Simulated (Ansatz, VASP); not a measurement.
# Mo (linear Mo chain): VASP beside Ansatz

One calculation is typed for both programs; each brings its own data sets. How far apart do they land? The structure shown is the end of the Ansatz relaxation below.

Main program and level: Ansatz 0.2.0; plane waves, with VASP 6.6.1 beside it; single point at PBEsol.

### Step 1. Starting point

The cell holds 2 atoms: 2 Mo. Cell: a = 7.500 Å, b = 7.500 Å, c = 4.470 Å, α = 90.0°, β = 90.0°, γ = 90.0°. Vacuum lies along a and b. The structure's axis is c.

### Step 2. Ansatz: relaxation, PBEsol

Ansatz runs on its default PAW (the set named soft_2) files.

This run makes the geometry at which the two programs are then compared.

The input, input.yaml:

```yaml
crystal:
  lattice:
    - [7.5, 0.0, 0.0]
    - [0.0, 7.5, 0.0]
    - [0.0, 0.0, 5.852]
  atoms:
    - { symbol: Mo, position: [0.5, 0.5, 0.0], spin: 3.0 }
    - { symbol: Mo, position: [0.5, 0.5, 0.5], spin: -3.0 }
magnetization:
  spin_polarized: true
kpoints:
  mp_grid: { grid: [1, 1, 14] }
scf:
  occupations: { method: fermi_dirac, width: 0.05 }
hamiltonian:
  xc: pbesol
relax:
  cell: { fix: [a, b, alpha, beta, gamma] }
  max_steps: 60
```

The run is started by

```bash
> ansatz run input.yaml --threads 4 --pin off --max-ram 8192MiB --backend cpu --events-out ev --progress --plain --runs-dir out
```

Numbers of over 12 decimals in the logs are rounded to 6 here.

What it wrote:

```text
Engine: ansatz 0.2.0, aarch64-unknown-linux-gnu
Pseudopotentials: kind: paw
Pseudopotential: Mo, paw, valence charge 14, recommended cutoff 420 eV (normal), Mo.paw.azcp
Functional definition: PBEsol
  exchange = pbesol_x
  correlation = pbesol_c
Crystal: 2 atoms, lattice volume = 329.175 Å³
Basis set: ecut = 420 eV, 6427 PW (Γ), exchange–correlation on 108×108×80 points (8 copies of the dense FFT grid, shifted against one another)
Bands: 21, of which v1, the nominal top of the filled ones, is band 14 counted from 1 (13 counted from 0)
Symmetry: 16 space group operations
Space group: P4/mmm (ITA 123), of the structure as read, at distance tolerance 6.9e-5 Å
Magnetic group: BNS 123.348 (UNI 1008), of the structure as read, at distance tolerance 6.9e-5 Å
k-points: 8 of 14
Non-local potential: Mo, projectors of the file, l = 0: 3, l = 1: 2, l = 2: 2, l = 3: 1
PAW form: soft (Blöchl's): semilocal exchange-correlation on the pseudo side does not see the compensation charge
PAW frozen core: Mo, regenerated for the run's functional, and the local potential with it (the file was generated under x = pbe(κ = 0.804, μ = 0.219515), c = pbe(β = 0.066725))
PAW one-centre angular grid: Mo, 590 points (default); XC on 64 Gauss nodes
Initial density: superposition of atomic densities (neutral atoms: chi_scale 0, normalization atom)
Starting moments: Σ|m| = 6 μB on 2 of 2 sites
Starting magnetic order: antiferromagnet; a translation exchanges its spin sublattices: spin-degenerate at every k-point
Initial wavefunctions: pseudopotential atomic-orbital guess
Functional: x = pbesol(κ = 0.804, μ = 0.123457), c = pbesol(β = 0.046)
iter 1 solved again at ethr=2.72e-3 eV; its pass at ethr=3.10e-3 eV (dr2=7.62e-1 eV) is discarded
SCF iter   1: F=—  HF=-9782.641849 eV  |F-HF|=—  |Δ(HF+E_count)|=         —  Δρ=1.09e-2 (↑1.09e-2 ↓1.09e-2)  dr2=7.69e-1  dr2_m=2.24e-1  M=0.000 μB ∫|m|=7.159 μB  β_m=0.30  ethr=2.72e-3  ⟨swp⟩=1.0  Hψ=968  notcnv=0
Mixer restart at iter 1: flushing history
preconditioner: auto → LDOS  [metal: Δε(μ)=0.125 eV  Ē_g=2.339 eV  σ=0.050 eV  W_gap=0.49  n_scr=30 (ndim 8)  ℏωp=7.1 eV  f_vac=0.606  D(μ)=6.17/eV (n_scr^D=30)]
spin=Collinear: LDOS preconditioning applied to the charge; magnetization (m = ρ↑ − ρ↓) channel mixes plain (no charge-response kernel on spin).
SCF iter   2: F=—  HF=-9782.742872 eV  |F-HF|=—  |Δ(HF+E_count)|=   1.01e-1  Δρ=8.97e-3 (↑8.97e-3 ↓8.97e-3)  dr2=3.13e-1  dr2_m=1.88e-1  M=0.000 μB ∫|m|=7.521 μB  β_m=0.65  ethr=2.72e-3  ⟨swp⟩=2.0  Hψ=211  notcnv=0
preconditioner: auto → Resta (q_TF=auto, 1.809 Å⁻¹)  ε∞=9.7  [insulator: Δε(μ)=0.253 eV  Ē_g=2.409 eV  σ=0.050 eV  W_gap=0.85  n_scr=30 (ndim 8)  ℏωp=7.1 eV  f_vac=0.608  D(μ)=3.62/eV (n_scr^D=18)  ε∞_Penn≈9.7  vacuum switching on, ρ_ref=4.2e-4 e/Å³]
spin=Collinear: Resta preconditioning applied to the charge; magnetization (m = ρ↑ − ρ↓) channel mixes plain (no charge-response kernel on spin).
SCF iter   3: F=—  HF=-9783.372761 eV  |F-HF|=—  |Δ(HF+E_count)|=   6.30e-1  Δρ=4.24e-3 (↑4.24e-3 ↓4.24e-3)  dr2=1.51e-2  dr2_m=5.02e-2  M=0.000 μB ∫|m|=8.551 μB  β_m=0.82  ethr=1.12e-3  ⟨swp⟩=2.2  Hψ=324  notcnv=0  defer=6
SCF iter   4: F=—  HF=-9783.597388 eV  |F-HF|=—  |Δ(HF+E_count)|=         —  Δρ=1.75e-3 (↑1.75e-3 ↓1.75e-3)  dr2=8.09e-3  dr2_m=8.52e-3  M=0.000 μB ∫|m|=9.047 μB  β_m=0.82  ethr=5.40e-5  ⟨swp⟩=2.9  Hψ=352  notcnv=0  defer=6
Mixer restart at iter 4: flushing history
SCF iter   5: F=—  HF=-9783.595400 eV  |F-HF|=—  |Δ(HF+E_count)|=   1.99e-3  Δρ=4.08e-4 (↑4.08e-4 ↓4.08e-4)  dr2=1.25e-3  dr2_m=3.72e-4  M=0.000 μB ∫|m|=9.064 μB  β_m=0.89  ethr=2.89e-5  ⟨swp⟩=2.2  Hψ=298  notcnv=0  defer=6
SCF iter   6: F=—  HF=-9783.595888 eV  |F-HF|=—  |Δ(HF+E_count)|=   4.88e-4  Δρ=1.55e-4 (↑1.55e-4 ↓1.55e-4)  dr2=6.08e-4  dr2_m=4.31e-5  M=0.000 μB ∫|m|=9.078 μB  β_m=0.94  ethr=4.48e-6  ⟨swp⟩=2.4  Hψ=261  notcnv=0  defer=6
SCF iter   7: F=—  HF=-9783.596083 eV  |F-HF|=—  |Δ(HF+E_count)|=   1.95e-4  Δρ=6.60e-5 (↑6.60e-5 ↓6.60e-5)  dr2=1.28e-4  dr2_m=5.71e-6  M=0.000 μB ∫|m|=9.079 μB  β_m=0.97  ethr=2.17e-6  ⟨swp⟩=2.0  Hψ=215  notcnv=0  defer=6
SCF iter   8: F=—  HF=-9783.596231 eV  |F-HF|=—  |Δ(HF+E_count)|=   1.48e-4  Δρ=1.66e-5 (↑1.66e-5 ↓1.66e-5)  dr2=7.51e-6  dr2_m=3.08e-7  M=0.000 μB ∫|m|=9.078 μB  β_m=0.99  ethr=4.56e-7  ⟨swp⟩=2.0  Hψ=217  notcnv=0  defer=6
SCF iter   9: F=—  HF=-9783.596262 eV  |F-HF|=—  |Δ(HF+E_count)|=   3.12e-5  Δρ=3.22e-6 (↑3.22e-6 ↓3.22e-6)  dr2=2.30e-7  dr2_m=5.43e-9  M=0.000 μB ∫|m|=9.077 μB  β_m=0.99  ethr=2.68e-8  ⟨swp⟩=2.6  Hψ=222  notcnv=0  defer=6
SCF iter  10: F=-9783.596267 eV  HF=-9783.596267 eV  |F-HF|=1.71e-7  |Δ(HF+E_count)|=   4.35e-6  Δρ=7.77e-7 (↑7.77e-7 ↓7.77e-7)  dr2=7.65e-9  dr2_m=8.92e-10  M=0.000 μB ∫|m|=9.077 μB  ethr=3.57e-10  ⟨swp⟩=2.1  Hψ=538  notcnv=0
SCF 1 converged in 10 iterations: F = -9783.596267 eV  dr2 = 7.65e-9
[...]
SCF iter   6: F=—  HF=-9785.260492 eV  |F-HF|=—  |Δ(HF+E_count)|=   1.77e-6  Δρ=5.46e-6 (↑5.46e-6 ↓5.46e-6)  dr2=2.43e-7  dr2_m=3.14e-8  M=0.000 μB ∫|m|=4.578 μB  β_m=0.84  ethr=4.86e-9  ⟨swp⟩=2.0  Hψ=284  notcnv=0
SCF iter   7: F=—  HF=-9785.260492 eV  |F-HF|=—  |Δ(HF+E_count)|=   1.30e-7  Δρ=1.63e-6 (↑1.63e-6 ↓1.63e-6)  dr2=2.80e-8  dr2_m=3.28e-9  M=0.000 μB ∫|m|=4.578 μB  β_m=0.92  ethr=8.69e-10  ⟨swp⟩=2.0  Hψ=214  notcnv=0
SCF iter   8: F=—  HF=-9785.260492 eV  |F-HF|=—  |Δ(HF+E_count)|=   3.23e-8  Δρ=1.72e-7 (↑1.72e-7 ↓1.72e-7)  dr2=1.60e-10  dr2_m=4.81e-11  M=0.000 μB ∫|m|=4.578 μB  β_m=0.96  ethr=1.00e-10  ⟨swp⟩=2.0  Hψ=215  notcnv=0
SCF iter   9: F=—  HF=-9785.260492 eV  |F-HF|=—  |Δ(HF+E_count)|=   7.64e-8  Δρ=4.62e-8 (↑4.62e-8 ↓4.62e-8)  dr2=3.51e-12  dr2_m=3.79e-12  M=0.000 μB ∫|m|=4.578 μB  β_m=0.98  ethr=1.00e-12  ⟨swp⟩=4.0  Hψ=316  notcnv=0
SCF iter  10: F=-9785.260492 eV  HF=-9785.260492 eV  |F-HF|=2.47e-10  |Δ(HF+E_count)|=  1.82e-11  Δρ=1.00e-8 (↑1.00e-8 ↓1.00e-8)  dr2=1.24e-12  dr2_m=5.81e-14  M=0.000 μB ∫|m|=4.578 μB  ethr=1.00e-12  ⟨swp⟩=4.9  Hψ=680  notcnv=0
SCF 8 converged in 10 iterations: F = -9785.260492 eV  dr2 = 1.24e-12
relax step   8: F+E_penalty+E_count = -9785.26049185 eV  Δ(F+E_penalty+E_count) = -8.408e-3 eV  max|allowed force component| = 0.000e0 eV/Å  Δτ_max = 0.0000 Å  P = -0.232 GPa  Ω = 251.926 Å³  energy of the carried Pulay correction = +1.138e-3 eV  fix = [a, b, alpha, beta, gamma]  reactions: a -0.269, b -0.269 GPa  (10 SCF iters, accepted)
[...]
relax step   9: F+E_penalty+E_count = -9785.26070138 eV  Δ(F+E_penalty+E_count) = -2.095e-4 eV  max|allowed force component| = 0.000e0 eV/Å  Δτ_max = 0.0000 Å  P = -0.168 GPa  Ω = 251.412 Å³  energy of the carried Pulay correction = +1.147e-3 eV  fix = [a, b, alpha, beta, gamma]  reactions: a -0.270, b -0.270 GPa  (7 SCF iters, dr2 threshold 6.16e-8 eV, accepted)
[...]
relax step  10: F+E_penalty+E_count = -9785.26000732 eV  Δ(F+E_penalty+E_count) = +6.941e-4 eV  max|allowed force component| = 0.000e0 eV/Å  Δτ_max = 0.0000 Å  P = -0.169 GPa  Ω = 251.412 Å³  fix = [a, b, alpha, beta, gamma]  reactions: a -0.270, b -0.270 GPa  stress off target by 3.20e-2 GPa on what of the cell is left free  SCF on the basis re-selected at this cell (its energy is not comparable with the rows above)  (7 SCF iters)
basis re-selected at this cell: Δ(F+E_penalty+E_count) = +6.941e-4 eV, ΔP = -0.001 GPa vs the last step (what re-selecting the basis moved, of the pressure what is left beyond the Pulay correction that the steps carried, after the strain that the cell walked since its last selection, with what the two solves' SCF thresholds leave and, on support functions, any second-order correction that the steps lacked; it is no measure of the basis error at this ecutwfc). The dense FFT grid was sized anew with the basis: this SCF ran on 54×54×30 points, the steps before it on 54×54×40, so part of this shift can come from that change (see relax.cell in the input reference). [rest of the remark cut]
SCF converged after 7 iterations
Magnetization: 0.0000 μB (14.0000 up, 14.0000 down)
Absolute magnetization: 4.5494 μB (∫|ρ↑−ρ↓|, with the PAW one-centre terms)
Spin contamination: 1.6012 ħ² per cell (⟨S²⟩ above its minimum at these occupations)
Per-site moments (μB) at R_I (Å): [(1.284191, 0.921843), (-1.284191, 0.921843)]
Free energy (F): -9785.260007 eV
Harris-Foulkes:  -9785.260007 eV  (|F-HF|=0.00e0)
Internal energy: -9785.243062 eV  (E = F + TS)
E sigma→0 (E₀):  -9785.251535 eV
Entropy (-TS):   -0.016945 eV (-8.473 meV/atom)
Fermi energy:    -1.325045 eV
--- Per-component energies (eV) ---
  E_band       = -712.382231
  E_kinetic    = 885.775584
  E_local      = -6401.939296  (includes V_loc(G=0)·N_el)
  E_nonlocal   = 302.828990
  E_hartree    = 2622.654857
  E_xc         = -357.516907
  E_vxc        = -447.201416  (∫ρ·V_xc dr)
  E_paw        = -6292.642674  (= ΣΔE_a)
  E_vpaw       = -297.155930  (= ΣTr[D̂ρ^β])
  E_aug_tail   = 0.000078  (compensation charges beyond the density's cutoff)
  E_ewald      = -544.822292
  E_core_change = 0.418599  (= ΣΔE_core)
  E_smearing   = -0.016945  (= −TS)
  E_closure    = 0.000000  (closes the sum)
  Σ components = -9785.260007   (vs F -9785.260007, Δ=0.00e0)
--- Forces (eV/Å), atoms counted from 1 ---
  atom   1  Mo     0.00000000     0.00000000     0.00000000
  atom   2  Mo     0.00000000    -0.00000000     0.00000000
  max |Σ_I F_I| component: 1.01e-28 eV/Å
--- Stress (GPa, compression-positive) ---
       -0.270124       0.000000       0.000000
        0.000000      -0.270124       0.000000
        0.000000       0.000000       0.032046
  P = ⅓ Tr σ = -0.1694 GPa (-1.694 kbar)
--- Relaxed structure (9 steps of the walk, 8 accepted, 1 SCFs on fresh bases) ---
  F+E_penalty+E_count = -9785.26000732 eV   max|allowed force component| = 0.000e0 eV/Å   (the final SCF, on the basis selected at the relaxed cell)
  cell:  # Å, volume = 251.4117 Å³
    - [7.5, 0.0, 0.0]
    - [0.0, 7.5, 0.0]
    - [0.0, 0.0, 4.469541]
  atoms:
    - { symbol: Mo, position: [0.5, 0.5, 0.0] }
    - { symbol: Mo, position: [0.5, 0.5, 0.5] }
```

### Step 3. VASP: single point, PBEsol

The same cell, functional, mesh and smearing now go to VASP, with its own data sets.

Lines of VASP's logs that name or quote its potential files are left out, and so is its time.

The input, INCAR:

```
SYSTEM = Mo
PREC = Accurate
ENCUT = 500
EDIFF = 1E-06
NELM = 200
ISMEAR = -1
SIGMA = 0.05
LREAL = .FALSE.
ALGO = Normal
GGA = PS
NBANDS = 21
ISPIN = 2
MAGMOM = 1.28 -1.28
LASPH = .TRUE.
LMAXMIX = 4
LORBIT = 11
LWAVE = .FALSE.
LCHARG = .FALSE.
ISIF = 2
GGA_COMPAT = .FALSE.
KPAR = 2
```

The input, POSCAR:

```
Mo
1.0
    7.5000000000      0.0000000000      0.0000000000
    0.0000000000      7.5000000000      0.0000000000
    0.0000000000      0.0000000000      4.4695406367
Mo
2
Direct
    0.5000000000      0.5000000000      0.0000000000
    0.5000000000      0.5000000000      0.5000000000
```

The input, KPOINTS:

```
Automatic mesh
0
Gamma
1 1 14
0 0 0
```

The projector-augmented-wave data sets are Mo_sv (PBE family, release 64).

The run is started by

```bash
> mpirun -np 2 vasp_std
```

What it wrote:

```text
[banner, memory and clock lines left out]
running    2 mpi-ranks, on    1 nodes
 distrk:  each k-point on    1 cores,    2 groups
 distr:  one band on    1 cores,    1 groups

 POSCAR found type information on POSCAR Mo
 POSCAR found :  1 types and       2 ions
|                                                                             |
|               ----> ADVICE to this user running VASP <----                  |
|                                                                             |
|     You enforced a specific xc type in the INCAR file but a different       |
|     [... a line on the potential file left out ...]
|     I HOPE YOU KNOW WHAT YOU ARE DOING!                                     |
|                                                                             |

 LDA part: xc-table for (Slater+PW92), standard interpolation
 POSCAR, INCAR and KPOINTS ok, starting setup
 FFT: planning ... GRIDC
 FFT: planning ... GRID_SOFT
 FFT: planning ... GRID
 WAVECAR not read
 entering main loop
       N       E                     dE             d eps       ncg     rms          rms(c)
DAV:   1     0.159007261570E+03    0.15901E+03   -0.15685E+04   968   0.981E+02
DAV:   2    -0.570215951571E+01   -0.16471E+03   -0.15907E+03   934   0.250E+02
DAV:   3    -0.138190243161E+02   -0.81169E+01   -0.75412E+01   827   0.427E+01
DAV:   4    -0.140041912241E+02   -0.18517E+00   -0.18164E+00   864   0.538E+00
DAV:   5    -0.140081299658E+02   -0.39387E-02   -0.39365E-02   842   0.723E-01    0.163E+01
DAV:   6    -0.137439032938E+02    0.26423E+00   -0.89901E-01   752   0.722E+00    0.873E+00
DAV:   7    -0.137673206654E+02   -0.23417E-01   -0.51679E-01   800   0.447E+00    0.501E+00
DAV:   8    -0.138544760420E+02   -0.87155E-01   -0.31550E-01   916   0.202E+00    0.128E+00
DAV:   9    -0.138790010373E+02   -0.24525E-01   -0.12475E-01   848   0.144E+00    0.446E-01
DAV:  10    -0.138787308885E+02    0.27015E-03   -0.16284E-02   829   0.705E-01    0.174E-01
DAV:  11    -0.138795007692E+02   -0.76988E-03   -0.17369E-03   742   0.236E-01    0.586E-02
DAV:  12    -0.138803010897E+02   -0.80032E-03   -0.92639E-04   820   0.118E-01    0.332E-02
DAV:  13    -0.138806931418E+02   -0.39205E-03   -0.12708E-04   717   0.501E-02    0.227E-02
DAV:  14    -0.138811644785E+02   -0.47134E-03   -0.26939E-04   692   0.538E-02    0.103E-02
DAV:  15    -0.138812245510E+02   -0.60073E-04   -0.19886E-05   635   0.189E-02    0.550E-03
DAV:  16    -0.138812652282E+02   -0.40677E-04   -0.18970E-05   579   0.152E-02    0.301E-03
DAV:  17    -0.138812709680E+02   -0.57398E-05   -0.41221E-06   629   0.763E-03    0.143E-03
DAV:  18    -0.138812719957E+02   -0.10278E-05   -0.86984E-07   624   0.403E-03    0.893E-04
DAV:  19    -0.138812725012E+02   -0.50547E-06   -0.69599E-07   579   0.288E-03
   1 F= -.13881273E+02 E0= -.13872758E+02  d E =-.170281E-01  mag=     0.0000
```

OUTCAR, selected parts (step 3):

```text
ion  position               nearest neighbor table
   1  0.500  0.500  0.000-   2 2.23   2 2.23
   2  0.500  0.500  0.500-   1 2.23   1 2.23

  LATTYP: Found a simple tetragonal cell.
 ALAT       =     7.5000000000
 C/A-ratio  =     0.5959387516

 Subroutine GETGRP returns: Found 16 space group operations
 (whereof 16 operations were pure point group operations)

The static configuration has the point symmetry D_4h.

 Found      8 irreducible k-points:

   k-points           NKPTS =      8   k-points in BZ     NKDIM =      8   number of bands    NBANDS=     21

   dimension x,y,z NGX =    56 NGY =   56 NGZ =   36
   dimension x,y,z NGXF=   112 NGYF=  112 NGZF=   72

   ENCUT  =  500.0 eV  36.75 Ry    6.06 a.u.  13.67 13.67  8.15*2*pi/ulx,y,z

   NELECT =      28.0000    total number of electrons

 k-points in reciprocal lattice and weights: Automatic mesh
   0.00000000  0.00000000  0.00000000       0.071
   0.00000000  0.00000000  0.07142857       0.143
   0.00000000  0.00000000  0.14285714       0.143
   0.00000000  0.00000000  0.21428571       0.143
   0.00000000  0.00000000  0.28571429       0.143
   0.00000000  0.00000000  0.35714286       0.143
   0.00000000  0.00000000  0.42857143       0.143
   0.00000000  0.00000000  0.50000000       0.071

 average (electrostatic) potential at core
       1 -83.1584       2 -83.1584

 E-fermi :  -2.3868

 spin component 1
 k-point     1 :       0.0000    0.0000    0.0000
  band No.  band energies     occupation
    ...
     10      -5.7877      1.00000
     11      -5.7877      1.00000
     12      -3.8641      1.00000
     13      -3.3257      1.00000
     14      -3.3070      1.00000
     15      -0.3630      0.00000
     16      -0.3457      0.00000
     17      -0.0492      0.00000
     18      -0.0492      0.00000
     19       1.0027      0.00000
    ...

 k-point     2 :       0.0000    0.0000    0.0714
  band No.  band energies     occupation
    ...
     10      -5.7288      1.00000
     11      -5.7288      1.00000
     12      -3.8300      1.00000
     13      -3.3081      1.00000
     14      -3.2898      1.00000
     15      -0.3961      0.00000
     16      -0.3786      0.00000
     17      -0.0922      0.00000
     18      -0.0922      0.00000
     19       0.8614      0.00000
    ...

 k-point     3 :       0.0000    0.0000    0.1429
  band No.  band energies     occupation
    ...
     10      -5.5537      1.00000
     11      -5.5537      1.00000
     12      -3.7275      1.00000
     13      -3.2568      1.00000
     14      -3.2396      1.00000
     15      -0.4905      0.00000
     16      -0.4724      0.00000
     17      -0.2466      0.00000
     18      -0.2466      0.00000
     19       0.4905      0.00000
    ...

 k-point     4 :       0.0000    0.0000    0.2143
  band No.  band energies     occupation
    ...
     10      -5.2665      1.00000
     11      -5.2665      1.00000
     12      -3.5552      1.00000
     13      -3.1769      1.00000
     14      -3.1614      1.00000
     15      -0.6316      0.00000
     16      -0.6123      0.00000
     17      -0.5658      0.00000
     18      -0.5658      0.00000
     19      -0.0027      0.00000
    ...

 k-point     5 :       0.0000    0.0000    0.2857
  band No.  band energies     occupation
    ...
     10      -4.8754      1.00000
     11      -4.7482      1.00000
     12      -3.3044      1.00000
     13      -3.0782      1.00000
     14      -3.0650      1.00000
     15      -1.0642      0.00000
     16      -1.0642      0.00000
     17      -0.7970      0.00000
     18      -0.7757      0.00000
     19      -0.5304      0.00000
    ...

 k-point     6 :       0.0000    0.0000    0.3571
  band No.  band energies     occupation
    ...
     10      -4.3942      1.00000
     11      -3.8512      1.00000
     12      -2.9769      0.99999
     13      -2.9664      0.99999
     14      -2.9208      0.99998
     15      -1.6838      0.00000
     16      -1.6838      0.00000
     17      -1.0316      0.00000
     18      -0.9571      0.00000
     19      -0.9334      0.00000
    ...

  Total       -0.4374585     -0.4374585      0.6015562      0.0000000     -0.0000000     -0.0000000
  in kB       -2.7878028     -2.7878028      3.8335521      0.0000000     -0.0000000     -0.0000000
  external PRESSURE =      -0.5806845 kB  Pullay stress =       0.0000000 kB

  energy-cutoff  :      500.00
  volume of cell :      251.41
      direct lattice vectors                 reciprocal lattice vectors
     7.500000000  0.000000000  0.000000000     0.133333333  0.000000000  0.000000000
     0.000000000  7.500000000  0.000000000     0.000000000  0.133333333  0.000000000
     0.000000000  0.000000000  4.469540637     0.000000000  0.000000000  0.223736639

 POSITION                                       TOTAL-FORCE (eV/Angst)
 -----------------------------------------------------------------------------------
      3.75000      3.75000      0.00000         0.000000      0.000000     -0.000000
      3.75000      3.75000      2.23477         0.000000      0.000000      0.000000
 -----------------------------------------------------------------------------------
    total drift:                                0.000000      0.000000      0.000000

  FREE ENERGIE OF THE ION-ELECTRON SYSTEM (eV)
  ---------------------------------------------------
  free  energy   TOTEN  =       -13.8812725012 eV

  energy  without entropy=      -13.8642444087  energy(sigma->0) =      -13.87275845

 total charge
# of ion       s       p       d       tot
------------------------------------------
    1        2.348   6.013   4.375  12.735
    2        2.348   6.013   4.375  12.735
--------------------------------------------------
tot          4.695  12.025   8.750  25.471

 magnetization (x)
# of ion       s       p       d       tot
------------------------------------------
    1        0.084  -0.000   1.791   1.875
    2       -0.084   0.000  -1.791  -1.875
--------------------------------------------------
tot         -0.000   0.000   0.000  -0.000

[... 1 further part left out ...]
```

### Step 4. Side by side

Known differences besides the potentials themselves: VASP starts from the moments at which Ansatz ended; the cutoff is 420 eV in Ansatz and 500 eV in VASP; Ansatz makes its cores anew for this functional, VASP keeps those of its PBE data sets; Ansatz's pressure holds a Pulay correction, VASP's none; site moments are counted in spheres of each program's own size. Total energies have different zeros and are not compared.

Compared:

```
          quantity  Ansatz   VASP  difference
    pressure (GPa)   -0.17  -0.06       -0.11
moment on Mo1 (μB)    1.28   1.88       -0.59
moment on Mo2 (μB)   -1.28  -1.88       +0.59
```

### Step 5. Results

```json
{"difference in moment on Mo1 (single point, PBEsol)": "-0.59 μB"}
```

In words: The difference in moment on Mo1 is -0.59 μB (single point, PBEsol). Such differences can come from data sets, numerical settings and the points named under the comparisons, not from the functional's error against experiment.

[Lines on the potential files, build, host, timing and source positions are cut from VASP's logs without a mark.]

[Logs are printed without paths, hosts, clocks, repeated set-up lines and the standing remarks that a program may print on its own settings, such as how far it seeks lower states.]

[Hosts, paths, dates, database ids (printed as entryN), source tags and the programs' standing remarks are cut or masked in the printed files.]
